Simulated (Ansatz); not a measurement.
# TiAl: symmetry broken, then relaxed

The task, for TiAl: disturb the structure and relax it again.

Program: Ansatz 0.2.0. Level of theory: DFT PBE, scalar-relativistic, plane waves, PAW. These are calculated values, not measurements.

2 further runs of the same task are left out: 2 set aside as unsound or not needed.

### Step 1. Starting point

It takes space group P4/mmm (No. 123, tetragonal). The conventional cell has a = 2.822 Å, b = 2.822 Å, c = 4.077 Å, α = 90.00°, β = 90.00°, γ = 90.00°. Around Ti (site symmetry 4/mmm) lie 4 Ti at 2.82 Å and 8 Al at 2.85 Å. Around Al (site symmetry 4/mmm) lie 4 Al at 2.82 Å and 8 Ti at 2.85 Å.

As a file:

```
CELL_PARAMETERS angstrom
-2.82209 0.00000 0.00000
0.00000 2.82209 4.07677
0.00000 2.82209 -4.07677
ATOMIC_POSITIONS crystal
Ti 0.00000 0.00000 0.00000
Ti 0.00000 0.50000 0.50000
Al 0.50000 0.50000 0.00000
Al 0.50000 0.00000 0.50000
```

It is built from the cell relaxed beforehand with the same method (16.23 Å³/atom).

### Step 2. The reference cell

The cell is repeated 2 times, 4 atoms in all. The reference gives a free energy of -6075.9818 eV, pressure 0.01 GPa, largest force 0.000 eV/Å and gap on the mesh none (metal). It was computed beforehand with the settings of the runs below.

### Step 3. The disturbance

A zone-boundary wave of random shape, sigma 0.05 Å. Displacements in the unstrained cell, with the mean shift removed:

```
atom  ux (Å)  uy (Å)  uz (Å)
 Ti1  -0.009   0.005  -0.035
 Ti2   0.009  -0.005   0.035
 Al3  -0.066  -0.009  -0.029
 Al4   0.066   0.009   0.029
```

### Step 4. Single point of the disturbed structure

File input.yaml:

```yaml
crystal:
  lattice:
    - [-2.8220914054, 0.0, 0.0]
    - [0.0, 2.8220914054, 4.076765125]
    - [0.0, 2.8220914054, -4.076765125]
  atoms:
    - { symbol: Ti, position: [1.0032775287, -0.0033575357, 0.0051602275] }
    - { symbol: Ti, position: [0.9967224713, 0.5033575357, 0.4948397725] }
    - { symbol: Al, position: [0.5233821756, 0.4947958685, 0.0019899899] }
    - { symbol: Al, position: [0.4766178244, 0.0052041315, 0.4980100101] }
basis:
  ecutwfc: 420
kpoints:
  mp_grid: { grid: [12, 8, 8] }
hamiltonian:
  xc: pbe
scf:
  occupations: { method: gaussian, width: 0.15 }
output:
  forces: true
  stress: true
  eigenvalues: true
```

The run is started by

```sh
ansatz run input.yaml --threads 1 --pin off --max-ram 2560MiB --backend cpu --events-out ev --progress --plain --runs-dir out
```

Output (excerpt; [...] marks lines left out):

```text
Warning: RAYON_NUM_THREADS=1 ignored (pool sized by the plan → 1); use --threads N
[...]
Pseudopotentials: kind: paw
Pseudopotential: Ti, paw, valence charge 12, recommended cutoff 420 eV (normal), Ti.paw.azcp
Pseudopotential: Al, paw, valence charge 3, recommended cutoff 420 eV (normal), Al.paw.azcp
Functional definition: PBE
[...]
Crystal: 4 atoms, lattice volume = 64.936 Å³
Basis set: ecut = 420 eV, 1289 PW (Γ), exchange–correlation on 40×72×72 points (8 copies of the dense FFT grid, shifted against one another)
Bands: 19, of which v1, the nominal top of the filled ones, is band 15 counted from 1 (14 counted from 0)
Symmetry: 2 space group operations
Space group: P-1 (ITA 2), of the structure as read, at distance tolerance 4.0e-5 Å
k-points: 388 of 768
[...]
SCF iter   1: F=—  HF=-6075.945632 eV  |F-HF|=—  |Δ(HF+E_count)|=         —  Δρ=3.21e-3  dr2=4.78e-3  ethr=1.77e-3  ⟨swp⟩=5.3  Hψ=34573  notcnv=0
[...]
SCF iter   6: F=-6075.945185 eV  HF=-6075.945185 eV  |F-HF|=2.12e-9  |Δ(HF+E_count)|=   1.45e-8  Δρ=2.84e-6  dr2=5.03e-9  ethr=3.09e-10  ⟨swp⟩=2.4  Hψ=26080  notcnv=0
[...]
SCF converged after 6 iterations
Free energy (F): -6075.945185 eV
[...]
E sigma→0 (E₀):  -6075.925275 eV
Entropy (-TS):   -0.039818 eV (-9.955 meV/atom)
Fermi energy:    10.969191 eV
[...]
--- Forces (eV/Å), atoms counted from 1 ---
  atom   1  Ti     0.04278208    -0.17657869     0.22566422
  atom   2  Ti    -0.04278208     0.17657869    -0.22566422
  atom   3  Al     0.31255147    -0.08652370     0.26244941
  atom   4  Al    -0.31255147     0.08652370    -0.26244941
[...]
--- Stress (GPa, compression-positive) ---
        0.254334      -0.208198       0.184103
       -0.208198       0.191425      -0.180301
        0.184103      -0.180301       0.115097
  P = ⅓ Tr σ = 0.1870 GPa (1.870 kbar)
--- Band table (eV; the first three rows and the last of 388) ---
  k-point 0: bands = ["-45.6307", "-45.5718", "-22.0709", "-22.0297", "-21.9845", "-21.5969", "-21.5946", "-21.5520", "1.9389", "6.0584", "8.0371", "9.0953", "9.7719", "9.8258", "10.1241", "10.5686", "12.3531", "12.7659", "13.1211"]
[...]
```

Run time: 45 s. Hardware: 1 thread of Intel Xeon at 2.50GHz (Skylake/Cascade Lake), shared host; peak memory 0.65 GiB.

### Step 5. Relaxing from there

Edit input.yaml of step 4 so:

```diff
@@ -22 +22,5 @@
   eigenvalues: true
+relax:
+  adjacent_minimum: "off"
+  f_tol: 0.01
+  max_steps: 80
```

The run is started by

```sh
ansatz run input.yaml --threads 1 --pin off --max-ram 2560MiB --backend cpu --events-out ev --progress --plain --runs-dir out
```

Output (excerpt; [...] marks lines left out):

```text
Warning: output.stress: scf.convergence.dr2_threshold = 1e-7 eV (the SCF's general default) is looser than the 4e-10 eV advised for a printed stress (1e-10 eV for each atom of the cell: 4). What an SCF threshold leaves in a stress goes as its square root, and in the free energy as the [...]
Warning: RAYON_NUM_THREADS=1 ignored (pool sized by the plan → 1); use --threads N
[...]
[... 4 set-up lines as earlier in the session ...]
[...]
Crystal: 4 atoms, lattice volume = 64.936 Å³
Basis set: ecut = 420 eV, 1289 PW (Γ), exchange–correlation on 40×72×72 points (8 copies of the dense FFT grid, shifted against one another)
Bands: 19, of which v1, the nominal top of the filled ones, is band 15 counted from 1 (14 counted from 0)
[... 2 set-up lines as earlier in the session ...]
k-points: 388 of 768
[...]
  atom   2  Ti     0.00019526    -0.00502597     0.00053114
  atom   3  Al    -0.00311693    -0.00055957    -0.00041784
  atom   4  Al     0.00311693     0.00055957     0.00041784
[...]
--- Stress (GPa, compression-positive) ---
        0.211731      -0.000008       0.000010
       -0.000008       0.018565      -0.000004
        0.000010      -0.000004      -0.192901
  P = ⅓ Tr σ = 0.0125 GPa (0.125 kbar)
--- Band table (eV; the first three rows and the last of 388) ---
  k-point 0: bands = ["-45.6326", "-45.5735", "-22.0712", "-22.0324", "-21.9865", "-21.5964", "-21.5960", "-21.5538", "1.9383", "6.0598", "8.0349", "9.0999", "9.7714", "9.8202", "10.1222", "10.5818", "12.3339", "12.7633", "13.1314"]
[...]
--- Relaxed structure (4 steps of the walk, 4 accepted, 0 SCFs on fresh bases) ---
  F+E_penalty+E_count = -6075.98178876 eV   max|allowed force component| = 5.026e-3 eV/Å
  atoms:
    - { symbol: Ti, position: [0.9999847353087483, -6.369852486390719e-5, -0.00010406922287809303] }
    - { symbol: Ti, position: [1.0000152646912517, 0.5000636985248639, 0.500104069222878] }
    - { symbol: Al, position: [0.4997667174678833, 0.5000075648843108, 4.977130903210947e-5] }
    - { symbol: Al, position: [0.5002332825321167, -7.564884310806708e-6, 0.499950228690968] }
```

Run time: 3.3 min. Hardware: 1 thread of Intel Xeon at 2.50GHz (Skylake/Cascade Lake), shared host; peak memory 0.68 GiB.

Step by step:

```
step  E - E(step 1) (eV/cell)  largest force component (eV/Å)
   1                   0.0000                          0.3126
   2                  -0.0253                          0.1723
   3                  -0.0366                          0.0050
   4                  -0.0366                          0.0050
```

Step 1 is the start.

### Step 6. Results

```
                                 quantity                                        value
                  cost of the disturbance                                 9.2 meV/atom
end of the relaxation, from the reference                                +0.0 meV/atom
                        final space group  P4/mmm (tolerance 0.05 Å; reference P4/mmm)
```

What this shows: It comes back to the reference (within 1.5 meV/atom), so the structure resists this disturbance.
